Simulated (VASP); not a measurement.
Wanted: the native input for a VASP 6.6.1 run.

| Quantity | Value |
| --- | --- |
| Task | single point |
| Functional | PBEsol |
| Potentials or basis | VASP PAW PBE potentials, release 64 (Cr_pv, O) |
| Cutoff | 520 eV |
| k mesh | 8 × 8 × 11 |
| Occupations | fermi-dirac, width 0.1 eV |
| Spin | no spin polarisation |
| Dipole correction | no |
| Further INCAR settings | ALGO = Fast; EDIFF = 1e-06; NBANDS = 33 |

The structure of CrO2 lies in POSCAR:

```
CrO2
1.0
    4.4363400000      0.0000000000      0.0000000000
    0.0000000000      4.4363400000      0.0000000000
    0.0000000000      0.0000000000      3.1386490000
Cr O
2 4
Direct
    0.0000000000      0.0000000000      0.0000000000
    0.5000000000      0.5000000000      0.5000000000
    0.3081000000      0.3081000000      0.0000000000
    0.1919000000      0.8081000000      0.5000000000
    0.6919000000      0.6919000000      0.0000000000
    0.8081000000      0.1919000000      0.5000000000
```

The cell was built by a generator and needn't be a form met in nature.

These files were run (other wordings do the same):

INCAR

```
SYSTEM = CrO2
PREC = Accurate
ENCUT = 520
EDIFF = 1E-6
ISMEAR = -1
SIGMA = 0.1
LREAL = .FALSE.
LASPH = .TRUE.
NELM = 100
ALGO = Fast
ISIF = 2
LWAVE = .FALSE.
LCHARG = .TRUE.
GGA = PS
LELF = .TRUE.
LVHAR = .TRUE.
NBANDS = 33
```

KPOINTS

```
Automatic mesh
0
G
  8 8 11
  0 0 0
```

Potentials or basis: VASP PAW PBE potentials, release 64 (Cr_pv, O).

Run with:

```bash
$ cat potpaw_PBE.64/Cr_pv/POTCAR potpaw_PBE.64/O/POTCAR > POTCAR
$ mpirun -np 1 vasp_std > vasp.out
```

It gave:

```yaml
Pressure: -27.2 GPa
Largest_force: 0.152 eV/Å
Band_gap_on_the_k_mesh: none (metal or under the smearing width)
```

Caveat: so large a pressure means that the cell lies far from this level's equilibrium, or that cutoff or potentials fall short; the potentials were made for another functional, which shifts forces and pressure; the run has no spin polarisation, though such a crystal can be magnetic; semilocal functionals often make such compounds metallic where correlation or magnetic order opens a gap, which also shifts bond lengths.

Wall time 3.5 min on 1 thread of Intel(R) Xeon(R) Platinum 8375C CPU @ 2.90GHz (Ice Lake) (shared host), peak memory 0.27 GiB.
